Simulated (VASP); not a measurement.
# Ag (Fm-3m) in VASP: further runs, part 2 of 2

VASP 6.6.1. Earlier steps stand in the parts before.

## 6. Equation of state, PBEsol, 17.73 Å³/atom (volume scaled by 1.04)

File INCAR:

```
PREC     = Accurate       # precision mode
ENCUT    = 520            # plane-wave cutoff, eV
EDIFF    = 1E-7           # SCF threshold, eV
ISMEAR   = -1             # smearing method
SIGMA    = 0.05           # smearing width, eV
LREAL    = F              # projectors in reciprocal space
LASPH    = T              # aspherical terms in the spheres
NELM     = 60             # most SCF steps
ALGO     = Normal         # electronic algorithm
ISIF     = 2              # what is computed and relaxed
LWAVE    = F              # write WAVECAR
LCHARG   = F              # write CHGCAR
GGA      = PS             # functional
NBANDS   = 12             # bands
```

File KPOINTS:

```
regular mesh
0
Gamma
  11 11 11
```

File POSCAR:

```
Ag
1.0
    0.0000000000      2.0696313722      2.0696313722
    2.0696313722      0.0000000000      2.0696313722
    2.0696313722      2.0696313722      0.0000000000
Ag
1
Direct
    0.0000000000      0.0000000000      0.0000000000
```

Potentials or basis: VASP PAW PBE potentials, release 64 (Ag).

On the command line:

```console
cat potpaw_PBE.64/Ag/POTCAR > POTCAR
mpirun -np 1 vasp_std > vasp.out
```

Run time: 9.4 s. Hardware: 1 thread of Intel Xeon Platinum 8488C (Sapphire Rapids), shared host; peak memory 0.14 GiB.

Results (log left out):

* Free energy: -3.2891 eV
* Pressure: -6.6 GPa
* Band gap on the k mesh: none (metal or under the smearing width)

Caveat: the PAW data sets were made with another functional, which shifts forces and pressure a little.

## 7. Equation of state, PBEsol, 18.07 Å³/atom (volume scaled by 1.06)

INCAR is that of step 6.

KPOINTS is that of step 6.

File POSCAR:

```
Ag
1.0
    0.0000000000      2.0828140930      2.0828140930
    2.0828140930      0.0000000000      2.0828140930
    2.0828140930      2.0828140930      0.0000000000
Ag
1
Direct
    0.0000000000      0.0000000000      0.0000000000
```

On the command line:

```console
cat potpaw_PBE.64/Ag/POTCAR > POTCAR
mpirun -np 1 vasp_std > vasp.out
```

It took 9 s on 1 thread of Intel Xeon Platinum 8488C (Sapphire Rapids), shared host; peak memory 0.14 GiB.

Results (log left out):

* Free energy: -3.2738 eV
* Pressure: -8.0 GPa
* Band gap on the k mesh: none (metal or under the smearing width)

Caveat: the PAW data sets were made with another functional, which shifts forces and pressure a little.

## 8. Equation of state, PBEsol

Potentials or basis: VASP PAW PBE potentials, release 64 (Ag).

This step only gathers the single runs of the series.

Results:

```yaml
Equilibrium_volume: 16.59 Å³/atom
Bulk_modulus: 120 GPa
Pressure_derivative_of_the_bulk_modulus: 6.0
```

Energy against volume, from the lowest point:
| volume (Å³/atom) | energy (meV/atom) |
| --- | --- |
| 16.025 | 7.54 |
| 16.366 | 0.91 |
| 16.707 | 0.00 |
| 17.048 | 4.10 |
| 17.389 | 12.54 |
| 17.730 | 24.66 |
| 18.071 | 39.99 |

Caveat: the PAW data sets were made with another functional, which shifts forces and pressure a little.

## 9. Equation of state, PBE, 16.03 Å³/atom (volume scaled by 0.94)

File INCAR:

```
SYSTEM = Ag
ALGO     = Normal         ! electronic algorithm
EDIFF    = 1E-7           ! SCF threshold, eV
ENCUT    = 520            ! plane-wave cutoff, eV
GGA      = PE             ! functional
ISIF     = 2              ! what is computed and relaxed
ISMEAR   = -1             ! smearing method
LASPH    = .TRUE.         ! aspherical terms in the spheres
LCHARG   = .FALSE.        ! write CHGCAR
LREAL    = .FALSE.        ! projectors in reciprocal space
LWAVE    = .FALSE.        ! write WAVECAR
NBANDS   = 12             ! bands
NELM     = 80             ! most SCF steps
PREC     = Accurate       ! precision mode
SIGMA    = 0.05           ! smearing width, eV
```

File KPOINTS:

```
k-points
0
G
  11 11 11
  0 0 0
```

File POSCAR:

```
Ag
1.0
    0.0000000000      2.0010495236      2.0010495236
    2.0010495236      0.0000000000      2.0010495236
    2.0010495236      2.0010495236      0.0000000000
Ag
1
Direct
    0.0000000000      0.0000000000      0.0000000000
```

Potentials or basis: VASP PAW PBE potentials, release 64 (Ag).

On the command line:

```console
cat potpaw_PBE.64/Ag/POTCAR > POTCAR
mpirun -np 1 vasp_std > vasp.out
```

It used 5.7 s of CPU time on 1 thread of Intel(R) Xeon(R) Platinum 8559C (Emerald Rapids), with other jobs on the host, which was overloaded at the time.

The run converged. Its results:

* Free energy: -2.6576 eV
* Pressure: 12.7 GPa
* Band gap on the k mesh: none (metal or under the smearing width)

## 10. Equation of state, PBE, 16.37 Å³/atom (volume scaled by 0.96)

File INCAR:

```
PREC     = Accurate       # precision mode
ENCUT    = 520            # plane-wave cutoff, eV
EDIFF    = 1E-7           # SCF threshold, eV
ISMEAR   = -1             # smearing method
SIGMA    = 0.05           # smearing width, eV
LREAL    = F              # projectors in reciprocal space
LASPH    = T              # aspherical terms in the spheres
NELM     = 60             # most SCF steps
ALGO     = Normal         # electronic algorithm
ISIF     = 2              # what is computed and relaxed
LWAVE    = F              # write WAVECAR
LCHARG   = F              # write CHGCAR
GGA      = PE             # functional
NBANDS   = 12             # bands
```

File KPOINTS:

```
regular mesh
0
Gamma
  11 11 11
```

File POSCAR:

```
Ag
1.0
    0.0000000000      2.0151418859      2.0151418859
    2.0151418859      0.0000000000      2.0151418859
    2.0151418859      2.0151418859      0.0000000000
Ag
1
Direct
    0.0000000000      0.0000000000      0.0000000000
```

On the command line:

```console
cat potpaw_PBE.64/Ag/POTCAR > POTCAR
mpirun -np 1 vasp_std > vasp.out
```

It used 5.4 s of CPU time on 1 thread of Intel(R) Xeon(R) Platinum 8559C (Emerald Rapids), on a shared host, which was overloaded at the time.

It converged, with:

| Property | Result |
| --- | --- |
| Free energy | -2.6814 eV |
| Pressure | 9.5 GPa |
| Band gap on the k mesh | none (metal or under the smearing width) |

## 11. Equation of state, PBE, 16.71 Å³/atom (volume scaled by 0.98)

File INCAR:

```
SYSTEM = Ag
PREC = Accurate
ENCUT = 520
EDIFF = 1E-7
ISMEAR = -1
SIGMA = 0.05
LREAL = .FALSE.
LASPH = .TRUE.
NELM = 100
ALGO = Normal
ISIF = 2
LWAVE = .FALSE.
LCHARG = .FALSE.
GGA = PE
NBANDS = 12
```

File KPOINTS:

```
Automatic mesh
0
G
  11 11 11
  0 0 0
```

File POSCAR:

```
Ag
1.0
    0.0000000000      2.0290398554      2.0290398554
    2.0290398554      0.0000000000      2.0290398554
    2.0290398554      2.0290398554      0.0000000000
Ag
1
Direct
    0.0000000000      0.0000000000      0.0000000000
```

On the command line:

```console
cat potpaw_PBE.64/Ag/POTCAR > POTCAR
mpirun -np 1 vasp_std > vasp.out
```

It used 6.1 s of CPU time on 1 thread of Intel(R) Xeon(R) Platinum 8559C (Emerald Rapids) (shared host), which was overloaded at the time.

The run converged. Its results:

```
Free energy            : -2.6988 eV
Pressure               : 6.7 GPa
Band gap on the k mesh : none (metal or under the smearing width)
```

## 12. Equation of state, PBE, 17.39 Å³/atom (volume scaled by 1.02)

Changes to INCAR since step 11:

```diff
@@ -8,3 +8,3 @@
 LASPH = .TRUE.
-NELM = 100
+NELM = 80
 ALGO = Normal
```

KPOINTS is that of step 11.

File POSCAR:

```
Ag
1.0
    0.0000000000      2.0562785400      2.0562785400
    2.0562785400      0.0000000000      2.0562785400
    2.0562785400      2.0562785400      0.0000000000
Ag
1
Direct
    0.0000000000      0.0000000000      0.0000000000
```

Potentials or basis: VASP PAW PBE potentials, release 64 (Ag).

On the command line:

```console
cat potpaw_PBE.64/Ag/POTCAR > POTCAR
mpirun -np 1 vasp_std > vasp.out
```

It used 5.6 s of CPU time on 1 thread of Intel(R) Xeon(R) Platinum 8559C (Emerald Rapids), on a shared host, which was overloaded at the time.

The run converged. Its results:

```yaml
Free_energy: -2.7175 eV
Pressure: 2.1 GPa
Band_gap_on_the_k_mesh: none (metal or under the smearing width)
```

## 13. Equation of state, PBE, 17.73 Å³/atom (volume scaled by 1.04)

File INCAR:

```
  PREC = Accurate
  ENCUT = 520
  EDIFF = 1E-7
  ISMEAR = -1
  SIGMA = 0.05
  LREAL = F
  LASPH = T
  NELM = 60
  ALGO = Normal
  ISIF = 2
  LWAVE = F
  LCHARG = F
  GGA = PE
  NBANDS = 12
```

File KPOINTS:

```
regular mesh
0
Gamma
  11 11 11
```

File POSCAR:

```
Ag
1.0
    0.0000000000      2.0696313722      2.0696313722
    2.0696313722      0.0000000000      2.0696313722
    2.0696313722      2.0696313722      0.0000000000
Ag
1
Direct
    0.0000000000      0.0000000000      0.0000000000
```

On the command line:

```console
cat potpaw_PBE.64/Ag/POTCAR > POTCAR
mpirun -np 1 vasp_std > vasp.out
```

It used 6.4 s of CPU time on 1 thread of Intel(R) Xeon(R) Platinum 8559C (Emerald Rapids) (shared host), which was overloaded at the time.

It converged, with:

```
Free energy            : -2.7201 eV
Pressure               : 0.3 GPa
Band gap on the k mesh : none (metal or under the smearing width)
```

## 14. Equation of state, PBE, 18.07 Å³/atom (volume scaled by 1.06)

File INCAR:

```
PREC     = Accurate       # precision mode
ENCUT    = 520            # plane-wave cutoff, eV
EDIFF    = 1E-7           # SCF threshold, eV
ISMEAR   = -1             # smearing method
SIGMA    = 0.05           # smearing width, eV
LREAL    = F              # projectors in reciprocal space
LASPH    = T              # aspherical terms in the spheres
NELM     = 80             # most SCF steps
ALGO     = Normal         # electronic algorithm
ISIF     = 2              # what is computed and relaxed
LWAVE    = F              # write WAVECAR
LCHARG   = F              # write CHGCAR
GGA      = PE             # functional
NBANDS   = 12             # bands
```

KPOINTS is that of step 13.

File POSCAR:

```
Ag
1.0
    0.0000000000      2.0828140930      2.0828140930
    2.0828140930      0.0000000000      2.0828140930
    2.0828140930      2.0828140930      0.0000000000
Ag
1
Direct
    0.0000000000      0.0000000000      0.0000000000
```

On the command line:

```console
cat potpaw_PBE.64/Ag/POTCAR > POTCAR
mpirun -np 1 vasp_std > vasp.out
```

It used 7 s of CPU time on 1 thread of Intel(R) Xeon(R) Platinum 8559C (Emerald Rapids), with other jobs on the host, which was overloaded at the time.

It converged, with:

```
Free energy            : -2.7191 eV
Pressure               : -1.4 GPa
Band gap on the k mesh : none (metal or under the smearing width)
```

## 15. Equation of state, PBE

Potentials or basis: VASP PAW PBE potentials, release 64 (Ag).

No new run: the results of the series are fitted here.

What came out:

| Item | Value |
| --- | --- |
| Equilibrium volume | 17.80 Å³/atom |
| Bulk modulus | 89 GPa |
| Pressure derivative of the bulk modulus | 6.2 |

Energy against volume, from the lowest point:
```
volume (Å³/atom)  energy (meV/atom)
          16.025              62.52
          16.366              38.74
          16.707              21.33
          17.048               9.54
          17.389               2.65
          17.730               0.00
          18.071               1.07
```
